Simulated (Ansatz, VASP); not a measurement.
**C in VASP and in Ansatz**

INCAR

```
SYSTEM = C
  ALGO = Normal
  EDIFF = 1E-7
  ENCUT = 520
  GGA = PS
  ISIF = 2
  ISMEAR = 0
  LASPH = .TRUE.
  LCHARG = .FALSE.
  LREAL = .FALSE.
  LWAVE = .FALSE.
  NBANDS = 16
  NELM = 100
  PREC = Accurate
  SIGMA = 0.1
```

The input KPOINTS:

```
k-points
0
G
  24 24 8
  0 0 0
```

Contents of POSCAR:

```
C
1.0
    2.4588786538      0.0000000000      0.0000000000
   -1.2294393269      2.1294513790      0.0000000000
    0.6576298801      0.0000000000      7.3069986673
C
4
Direct
    0.0000000000      0.0000000000      0.2500000000
    0.0000000000      0.0000000000      0.7500000000
    0.3333333334      0.6666666667      0.2500000000
    0.6666666666      0.3333333333      0.7500000000
```

Input for Ansatz:

```yaml
crystal:
  lattice:
    - [2.4588786538, 0.0, 0.0]
    - [-1.2294393269, 2.129451379, 0.0]
    - [0.6576298801, 0.0, 7.3069986673]
  atoms:
    - { symbol: C, position: [0.0, 0.0, 0.25] }
    - { symbol: C, position: [0.0, 0.0, 0.75] }
    - { symbol: C, position: [0.3333333334, 0.6666666667, 0.25] }
    - { symbol: C, position: [0.6666666666, 0.3333333333, 0.75] }
basis:
  ecutwfc: 420
kpoints:
  mp_grid: { grid: [24, 24, 8] }
  band_path: { path: [VBM, CBM], npoints: 2 }
hamiltonian:
  xc: pbesol
scf:
  occupations: { method: gaussian, width: 0.1 }
output:
  forces: true
  stress: true
  eigenvalues: true
checkpoint:
  read: start.run
  write: ck
  compress: false
  write_wavefunctions: false
  write_every: 100000
```

Alike in both runs: task single point; functional PBEsol; k mesh 24 × 24 × 8; occupations gaussian, width 0.1 eV; no spin polarisation.

```csv
,VASP,Ansatz
version,VASP 6.6.1,Ansatz 0.2.0
potentials or method,"VASP PAW PBE potentials, release 64 (C)","scalar-relativistic, plane waves, PAW"
plane-wave cutoff (eV),520,420
valence electrons in the cell,16,16
```

VASP gave:

* gap on the k mesh at the Fermi level (eV): 0.03
* least direct gap on the mesh (eV): 0.03
* pressure (GPa): 0.6
* largest component of the traceless stress (GPa): 0.65

Problem. Estimate Ansatz's values.

Solution. gap on the k mesh at the Fermi level (eV): 0.03; least direct gap on the mesh (eV): 0.03; pressure (GPa): 0.0; largest component of the traceless stress (GPa): 0.11.

Ansatz warned: «band_edges_overlap».

Caveats: the PAW data sets were made with another functional, which shifts forces and pressure a little (VASP); this functional lacks dispersion, which binds the layers, so the pressure and a relaxed spacing across them are unreliable.
